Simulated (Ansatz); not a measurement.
**SnO (puckered monolayer (GeS type)): a many-body input that goes wrong, and its mend**

Aim: the G0W0 gap of SnO (puckered monolayer (GeS type)). The first input has a fault.

Main program and level: Ansatz 0.2.0; G0W0 on PBE, plane waves, PAW; PAW set soft_1.

## 1. Starting point

The cell holds 4 atoms: 2 Sn and 2 O. Its edges and angles: a = 4.051 Å, b = 3.649 Å, c = 27.900 Å, α = 90.0°, β = 90.0°, γ = 90.0°. Vacuum lies along c.

The structure was relaxed with PBE. The runs that relaxed it are not among those shown. The Coulomb interaction is cut off across the vacuum.

## 2. First try

File input.yaml:

```yaml
crystal:
  lattice:
    - [4.0514457101, 0.0, 0.0]
    - [0.0, 3.6485742088, 0.0]
    - [0.0, 0.0, 27.9]
  atoms:
    - { symbol: Sn, position: [0.2999864356, 0.0, 0.5419295849] }
    - { symbol: O, position: [0.3000135644, 0.5, 0.4962318703] }
    - { symbol: Sn, position: [0.7999864356, 0.5, 0.4580704151] }
    - { symbol: O, position: [-0.1999864356, 0.0, 0.5037681297] }
  periodic: [true, true, false]
kpoints:
  mp_grid: { grid: [4, 4, 1] }
hamiltonian:
  xc: pbe
  pseudopotentials: { kind: paw, azcp: { folder: soft_1 } }
scf:
  occupations: { method: fixed }
gw:
  n_empty_bands: 2
  ecut_chi: 80
  qp_bands: [v2, c2]
  qp_kpoints: band_edges
  screening: { model: contour_deformation }
```

Started as:

```console
> ansatz run input.yaml --threads 4 --pin off --max-ram 17510MiB --backend cpu --events-out ev --progress --plain --runs-dir out
```

Numbers of over 12 decimals in the logs are rounded to 6 here.

The log of the run:

```text
Engine: ansatz 0.2.0, x86_64-unknown-linux-gnu
Pseudopotentials: kind: paw
Pseudopotential: Sn, paw, valence charge 14, recommended cutoff 420 eV (normal), soft_1/Sn.paw.azcp
Pseudopotential: O, paw, valence charge 6, recommended cutoff 420 eV (normal), soft_1/O.paw.azcp
Functional definition: PBE
  parameter kappa = 0.804
  parameter beta = 0.066725
  exchange = pbe_x(kappa = kappa, mu = beta*pi^2/3)
  correlation = pbe_c(beta = beta)
Crystal: 4 atoms, lattice volume = 412.418 Å³
Basis set: ecut = 420 eV, 7997 PW (Γ)
Bands: 24, of which v1, the nominal top of the filled ones, is band 20 counted from 1 (19 counted from 0)
Symmetry: 4 space group operations
Space group: Pmn21 (ITA 31), of the structure as read, at distance tolerance 7.4e-5 Å
k-points: 9 of 16 (time reversal used)
Non-local potential: Sn, projectors of the file, l = 0: 2, l = 1: 2, l = 2: 2, l = 3: 1
Non-local potential: O, projectors of the file, l = 0: 2, l = 1: 2, l = 2: 1
PAW form: soft (Blöchl's): semilocal exchange-correlation on the pseudo side does not see the compensation charge
PAW one-centre angular grid: Sn, 590 points (default); XC on 64 Gauss nodes
PAW one-centre angular grid: O, 110 points (default); XC on 64 Gauss nodes
Initial density: superposition of atomic densities (neutral atoms: chi_scale 0, normalization atom)
Initial wavefunctions: pseudopotential atomic-orbital guess
Functional: x = pbe(κ = 0.804, μ = 0.219515), c = pbe(β = 0.066725)
SCF iter   1: F=—  HF=-13187.500988 eV  |F-HF|=—  |Δ(HF+E_count)|=         —  Δρ=5.82e-2  dr2=1.67e1  ethr=3.10e-3  ⟨swp⟩=6.2  Hψ=1005  notcnv=0  defer=16
preconditioner: auto → Resta (q_TF=auto, 1.849 Å⁻¹)  ε∞=1.4  [insulator: Δε(μ)=3.683 eV  Ē_g=18.132 eV  n_scr=44 (ndim 8)  ℏωp=11.6 eV  f_vac=0.755  ε∞_Penn≈1.4  vacuum switching on, ρ_ref=2.4e-2 e/Å³]
SCF iter   2: F=—  HF=-13185.708554 eV  |F-HF|=—  |Δ(HF+E_count)|=    1.79e0  Δρ=5.62e-2  dr2=1.20e1  ethr=3.10e-3  ⟨swp⟩=5.9  Hψ=764  notcnv=0  defer=15
SCF iter   3: F=—  HF=-13183.501482 eV  |F-HF|=—  |Δ(HF+E_count)|=    2.21e0  Δρ=9.16e-3  dr2=3.89e-1  ethr=3.10e-3  ⟨swp⟩=4.9  Hψ=640  notcnv=0  defer=17
SCF iter   4: F=—  HF=-13183.462318 eV  |F-HF|=—  |Δ(HF+E_count)|=   3.92e-2  Δρ=4.17e-3  dr2=1.21e-1  ethr=9.73e-4  ⟨swp⟩=3.3  Hψ=417  notcnv=0  defer=17
SCF iter   5: F=—  HF=-13183.443102 eV  |F-HF|=—  |Δ(HF+E_count)|=   1.92e-2  Δρ=1.56e-3  dr2=1.94e-2  ethr=3.03e-4  ⟨swp⟩=2.4  Hψ=313  notcnv=0  defer=18
SCF iter   6: F=—  HF=-13183.439096 eV  |F-HF|=—  |Δ(HF+E_count)|=   4.01e-3  Δρ=3.35e-4  dr2=7.90e-4  ethr=4.85e-5  ⟨swp⟩=3.8  Hψ=458  notcnv=0  defer=18
SCF iter   7: F=—  HF=-13183.439002 eV  |F-HF|=—  |Δ(HF+E_count)|=   9.38e-5  Δρ=2.28e-4  dr2=4.47e-4  ethr=1.97e-6  ⟨swp⟩=2.9  Hψ=447  notcnv=0  defer=18
SCF iter   8: F=—  HF=-13183.438907 eV  |F-HF|=—  |Δ(HF+E_count)|=   9.49e-5  Δρ=4.56e-5  dr2=1.62e-5  ethr=1.12e-6  ⟨swp⟩=2.1  Hψ=283  notcnv=0  defer=18
SCF iter   9: F=—  HF=-13183.438905 eV  |F-HF|=—  |Δ(HF+E_count)|=   2.16e-6  Δρ=6.19e-6  dr2=1.73e-7  ethr=4.04e-8  ⟨swp⟩=3.7  Hψ=481  notcnv=0  defer=18
SCF iter  10: F=-13183.438905 eV  HF=-13183.438905 eV  |F-HF|=1.06e-9  |Δ(HF+E_count)|=   9.18e-8  Δρ=6.71e-7  dr2=2.69e-9  ethr=2.50e-10  ⟨swp⟩=11.7  Hψ=1052  notcnv=0
SCF 1 converged in 10 iterations: F = -13183.438905 eV  dr2 = 2.69e-9
[...]
NSCF: frozen V_eff on 9 k-points
G₀W₀ screening: q 1/9
[... further progress lines ...]
SCF converged after 10 iterations
Free energy (F): -13183.438905 eV
Harris-Foulkes:  -13183.438905 eV  (|F-HF|=1.06e-9)
Internal energy: -13183.438905 eV  (E = F + TS)
E sigma→0 (E₀):  -13183.438905 eV
Fermi energy:    -5.295573 eV
--- Per-component energies (eV) ---
  E_band       = -740.172628
  E_kinetic    = 670.058622
  E_local      = -59022.890063  (includes V_loc(G=0)·N_el)
  E_nonlocal   = 394.889470
  E_hartree    = 29145.227620
  E_xc         = -393.823184
  E_vxc        = -341.378534  (∫ρ·V_xc dr)
  E_paw        = -9062.869661  (= ΣΔE_a)
  E_vpaw       = -731.302723  (= ΣTr[D̂ρ^β])
  E_aug_tail   = 0.002077  (compensation charges beyond the density's cutoff)
  E_ewald      = 25085.966214
  E_smearing   = -0.000000  (= −TS)
  E_closure    = 0.000000  (closes the sum)
  Σ components = -13183.438905   (vs F -13183.438905, Δ=0.00e0)
--- Band table (eV; the first three rows and the last of 9) ---
  k-point 0: bands = [... 16 lower, -7.4590, -7.0924, -7.0309, -5.4202, -2.2666, -2.1763, -0.3100, -0.1447]
  k-point 1: bands = [... 16 lower, -8.0080, -7.5782, -6.9280, -5.2956, -1.3582, -1.1428 (-1.1428°), -0.8825, -0.0114]
  k-point 2: bands = [... 16 lower, -8.7840, -8.7840, -5.7541, -5.7541, -2.2821, -2.2821, 0.5501, 0.5501]
  k-point 8: bands = [... 16 lower, -6.5517, -6.5517, -5.9472, -5.9472, -2.3564, -2.3564, -0.0732, -0.0732]
  ° read free of the cell's end (the report's vacuum.weakly_bound_levels)
--- G₀W₀: contour deformation, 5 samples at zero and on the imaginary axis and 1 off it, 16 q-points, 2 empty bands' worth ---
  eigenvalues of the whole cell's RPA ε∞ on this k-mesh (on a slab, of 1 + 4πα/V) = 1.1094, 1.4815, 1.5645; static W/v taken at q = 0 is 0.762662
  gw.qp_kpoints: band_edges: 9 of 9 stored k-points solved, in 1 pass; an edge of the gap read off the rows below is read off those points alone
  `?` marks the rows in doubt; gw_qp.tsv's column doubts and the gw_qp event give each row's grounds
    ik  band        ε_KS         Σx   Σc(E_QP)       V_xc       Z   E_QP_lin       E_QP  E_QP is
     0    19     -7.0309   -25.5715     4.2194   -20.4417  0.6848    -7.9850    -7.9412  root
     0    20     -5.4202   -18.9444     2.4737   -15.7832  0.7617    -6.1244    -6.1077  root
     0    21     -2.2666    -6.9610    -0.9477   -10.4758  0.8935     0.5010     0.3004  root ?
     0    22     -2.1763    -7.1737    -1.4878   -11.3298  0.8666     0.7797     0.4920  root ?
     1    19     -6.9280   -20.0569     3.0689   -16.1268  0.7238    -7.8306    -7.7892  root
     1    20     -5.2956   -19.1125     2.3720   -16.1203  0.7703    -5.9283    -5.9157  root
     1    21     -1.3582    -6.9704    -1.3026   -10.7755  0.8539     1.4023     1.1443  root ?
     1    22     -1.1428    -7.8101    -1.3143   -11.6167  0.8517     1.5922     1.3496  root ?
     2    19     -5.7541   -18.6181     2.3080   -15.7062  0.7758    -6.3705    -6.3579  root
     2    20     -5.7541   -18.6181     2.3080   -15.7062  0.7758    -6.3705    -6.3579  root
     2    21     -2.2821    -7.9430    -1.1595   -11.2932  0.8316     0.0735    -0.0914  root ?
     2    22     -2.2821    -7.9430    -1.1595   -11.2932  0.8316     0.0735    -0.0914  root ?
     3    19     -6.7595   -21.3344     3.3195   -17.1413  0.7176    -7.6727    -7.6331  root
     3    20     -5.4910   -19.0339     2.4570   -15.9119  0.7636    -6.1717    -6.1560  root
     3    21     -1.6528    -7.9263    -1.3401   -11.8755  0.8567     1.2537     0.9563  root ?
     3    22     -1.4861    -7.1927    -1.3087   -10.9169  0.8571     1.1601     0.9294  root ?
     4    19     -6.6807   -25.0647     3.9260   -20.2510  0.7011    -7.6063    -7.5684  root
     4    20     -5.4243   -19.0570     2.3325   -16.1239  0.7714    -6.0368    -6.0249  root
     4    21     -1.8157    -6.5421    -1.4230   -10.4647  0.8574     0.9618     0.6840  root ?
     4    22     -0.6668    -6.7728    -1.2888   -10.4440  0.8517     1.9474     1.7155  root ?
     5    19     -5.8970   -18.1689     2.1892   -15.4046  0.7789    -6.4837    -6.4721  root
     5    20     -5.8970   -18.1689     2.1892   -15.4046  0.7789    -6.4837    -6.4721  root
     5    21     -2.2365    -7.8296    -1.2018   -11.3793  0.8398     0.3143     0.1113  root ?
     5    22     -2.2365    -7.8296    -1.2018   -11.3793  0.8398     0.3143     0.1113  root ?
     6    19     -6.0524   -18.5474     2.5045   -15.3273  0.7585    -6.7884    -6.7679  root
     6    20     -6.0524   -18.5474     2.5045   -15.3273  0.7585    -6.7884    -6.7679  root
     6    21     -2.0384    -7.4990    -1.1661   -10.7954  0.8391     0.2446     0.0918  root ?
     6    22     -2.0384    -7.4990    -1.1661   -10.7954  0.8391     0.2446     0.0918  root ?
     7    19     -5.9579   -18.8042     2.4018   -15.7472  0.7662    -6.6291    -6.6130  root
     7    20     -5.9579   -18.8042     2.4018   -15.7472  0.7662    -6.6291    -6.6130  root
     7    21     -1.9846    -6.9978    -1.2645   -10.6420  0.8519     0.6137     0.3950  root ?
     7    22     -1.9846    -6.9978    -1.2645   -10.6420  0.8519     0.6137     0.3950  root ?
     8    19     -5.9472   -18.4815     2.2044   -15.7160  0.7787    -6.5192    -6.5082  root
     8    20     -5.9472   -18.4815     2.2044   -15.7160  0.7787    -6.5192    -6.5082  root
     8    21     -2.3564    -7.4258    -1.2782   -11.2817  0.8548     0.4792     0.2212  root ?
     8    22     -2.3564    -7.4258    -1.2782   -11.2817  0.8548     0.4792     0.2212  root ?
```

The job ended after 11 s (4 threads of Intel Xeon Platinum 8488C (Sapphire Rapids), shared host; peak memory 0.88 GiB).

In the SCF lines HF is the Harris–Foulkes energy and dr2 the Hartree energy of the density residual, in eV; the loop may stop once dr2 is under the threshold and the program's other checks hold. Hψ counts applications of the Hamiltonian.

Q: What is the fault?

The run ended normally, though the input holds a fault or crude settings.

The fault: two empty bands. The screening and the self-energy are sums over empty states, and two bands hold almost none of them; where the cut also splits a degenerate level, the program refuses for that.

It printed a gap of 5.82 eV, which is an artefact of the settings.

## 3. A better input

G0W0 replaces the xc potential by the self-energy, built once from these orbitals. Only a window of levels is corrected, while the sums run over the empty bands that the input names. This step takes PAW set soft_1 files.

input.yaml: that of step 2 with these lines changed.

```diff
@@ -19,4 +19,4 @@
 gw:
-  n_empty_bands: 2
-  ecut_chi: 80
+  n_empty_bands: 131
+  ecut_chi: 27.0
   qp_bands: [v2, c2]
```

The log of the run:

```text
[...]
Crystal: 4 atoms, lattice volume = 412.418 Å³
Basis set: ecut = 420 eV, 7997 PW (Γ)
Bands: 24, of which v1, the nominal top of the filled ones, is band 20 counted from 1 (19 counted from 0)
[... 1 set-up line as in the run before ...]
[...]
k-points: 9 of 16 (time reversal used)
[...]
SCF iter   1: F=—  HF=-13187.500988 eV  |F-HF|=—  |Δ(HF+E_count)|=         —  Δρ=5.82e-2  dr2=1.67e1  ethr=3.10e-3  ⟨swp⟩=6.2  Hψ=1005  notcnv=0  defer=16
[...]
SCF iter  10: F=-13183.438905 eV  HF=-13183.438905 eV  |F-HF|=1.06e-9  |Δ(HF+E_count)|=   9.18e-8  Δρ=6.71e-7  dr2=2.69e-9  ethr=2.50e-10  ⟨swp⟩=11.7  Hψ=1052  notcnv=0
SCF 1 converged in 10 iterations: F = -13183.438905 eV  dr2 = 2.69e-9
[...]
NSCF: frozen V_eff on 9 k-points
G₀W₀ screening: q 1/9
[... further progress lines ...]
SCF converged after 10 iterations
Free energy (F): -13183.438905 eV
[...]
0    19     -7.0309   -25.5715     4.4507   -20.4417  0.7398    -7.7219    -7.7099  root
     0    20     -5.4202   -18.9444     2.4254   -15.7832  0.7713    -6.1675    -6.1559  root
     0    21     -2.2666    -6.9610    -2.4988   -10.4758  0.8270    -1.2329    -1.2508  root
     0    22     -2.1763    -7.1737    -2.8695   -11.3298  0.8213    -0.8579    -0.8896  root
     1    19     -6.9280   -20.0569     3.1388   -16.1268  0.7510    -7.7383    -7.7192  root
     1    20     -5.2956   -19.1125     2.3182   -16.1203  0.7746    -5.9785    -5.9695  root
     1    21     -1.3582    -6.9704    -2.6480   -10.7755  0.8068    -0.1692    -0.2011  root
     1    22     -1.1428    -7.8101    -2.6013   -11.6167  0.8099     0.0970     0.0625  root
[...]
8    19     -5.9472   -18.4815     2.1497   -15.7160  0.7747    -6.5711    -6.5630  root
     8    20     -5.9472   -18.4815     2.1497   -15.7160  0.7747    -6.5711    -6.5630  root
     8    21     -2.3564    -7.4258    -2.7055   -11.2817  0.8058    -1.1801    -1.2060  root
     8    22     -2.3564    -7.4258    -2.7055   -11.2817  0.8058    -1.1801    -1.2060  root
[key lines of the parts left out:]
Fermi energy:    -5.295573 eV
```

The job ended after 21 s (4 threads; peak memory 1.5 GiB; 77 s of CPU time).

This step gave:

```
bands summed                                 : 151
plane waves in the screening matrix          : 143
q-points in the mesh                         : 16
G0W0 gap on the mesh                         : 4.689 eV
k of the valence top                         : 0, 0.25, 0
k of the conduction bottom                   : 0, -0.5, 0
starting gap on the mesh                     : 2.939 eV
Z at the valence top                         : 0.7746
Z at the conduction bottom                   : 0.8002
least direct G0W0 gap on the computed points : 4.905 eV
```

The gap on the mesh goes from 2.94 eV to 4.69 eV, a correction of +1.75 eV, though a band edge has moved to another state.

## 4. Results

```
first try  : converged after 11 s
better run : G0W0 gap on the mesh 4.69 eV (4×4×1 mesh, 131 empty bands, screening to 27 eV, PAW set soft_1 files)
```

The second run differs in: empty bands and screening cutoff (eV). Bands and cutoff are finite, so the gap is not at the basis limit. The miss can reach some tenths of an eV and take either sign; the mesh is an error of its own. Mesh or cutoff lie under what a gap needs, so these runs test behaviour and cost; their gaps are not to be quoted. The mesh in the plane is coarse for a sheet; gap and any exciton binding can still move on denser ones. The many-body steps are scalar-relativistic: spin-orbit coupling is not in them.

[Paths, hosts, dates, memory and timing lines, banners, echoed tables and standing remarks are left out of the program output.]

[Logs are printed without paths, hosts, clocks, repeated set-up lines and the standing remarks that a program may print on its own settings, such as how far it seeks lower states.]

[Runs of the session that timed out or met a known fault of the program may be left out.]

[Cells called generated may have been cut or substituted from an entry of the Crystallography Open Database or the Materials Project.]

[Hosts, paths, dates, database ids (printed as entryN), source tags and the programs' standing remarks are cut or masked in the printed files.]
